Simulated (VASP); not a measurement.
Set up this calculation in VASP 6.6.1, as the native input.

| Quantity | Value |
| --- | --- |
| Task | relaxation of cell and atoms |
| Functional | PBEsol |
| Potentials or basis | VASP PAW PBE potentials, release 64 (Ga_d, N) |
| Cutoff | 600 eV |
| k mesh | 12 × 12 × 5 |
| Occupations | gaussian, width 0.03 eV |
| Spin | no spin polarisation |
| Further INCAR settings | ALGO = Normal; EDIFF = 1e-06; IBRION = 2; EDIFFG = -0.01; NSW = 90; ISIF = 3 |

The structure of GaN lies in POSCAR:

```
GaN
1.0
    3.1800000000      0.0000000000      0.0000000000
   -1.5900000000      2.7539607800      0.0000000000
    0.0000000000      0.0000000000      5.1660000000
Ga N
2 2
Direct
    0.3333333300      0.6666666700      0.0000000000
    0.6666666700      0.3333333300      0.5000000000
    0.3333333300      0.6666666700      0.3750000000
    0.6666666700      0.3333333300      0.8750000000
```

These files were run (other wordings do the same):

INCAR

```
SYSTEM = GaN
ALGO     = Normal         ! electronic algorithm
EDIFF    = 1E-6           ! SCF threshold, eV
EDIFFG   = -0.01          ! ionic threshold
ENCUT    = 600            ! plane-wave cutoff, eV
GGA      = PS             ! functional
IBRION   = 2              ! ionic algorithm
ISIF     = 3              ! what is computed and relaxed
ISMEAR   = 0              ! smearing method
KPAR     = 4            
LASPH    = .TRUE.         ! aspherical terms in the spheres
LCHARG   = .FALSE.        ! write CHGCAR
LREAL    = .FALSE.        ! projectors in reciprocal space
LWAVE    = .FALSE.        ! write WAVECAR
NELM     = 80             ! most SCF steps
NSW      = 90             ! ionic steps
PREC     = Accurate       ! precision mode
SIGMA    = 0.03           ! smearing width, eV
```

KPOINTS

```
k-points
0
G
  12 12 5
  0 0 0
```

Potentials or basis: VASP PAW PBE potentials, release 64 (Ga_d, N).

Command:

```bash
$ cat potpaw_PBE.64/Ga_d/POTCAR potpaw_PBE.64/N/POTCAR > POTCAR
$ mpirun -np 4 vasp_std > vasp.out
```

Results of the run:

* Relaxed volume: 11.35 Å³/atom
* Relaxed cell: a = 3.180 Å, b = 3.180 Å, c = 5.184 Å, α = 90.00°, β = 90.00°, γ = 120.00°
* Space group after relaxing (to 0.05 Å): P6_3mc (No. 186)
* Energy gained by relaxing: 0.5 meV/atom
* Ionic steps: 6
* Pressure after relaxing: 0.0 GPa
* Largest force after relaxing: 0.006 eV/Å
* Band gap on the k mesh: 1.91 eV, direct

Caveat: the PAW data sets were made with another functional, which shifts forces and pressure a little.

Wall time 75 s on 4 MPI ranks on Intel(R) Xeon(R) Platinum 8488C (Sapphire Rapids) (shared host), peak memory 0.22 GiB a rank.
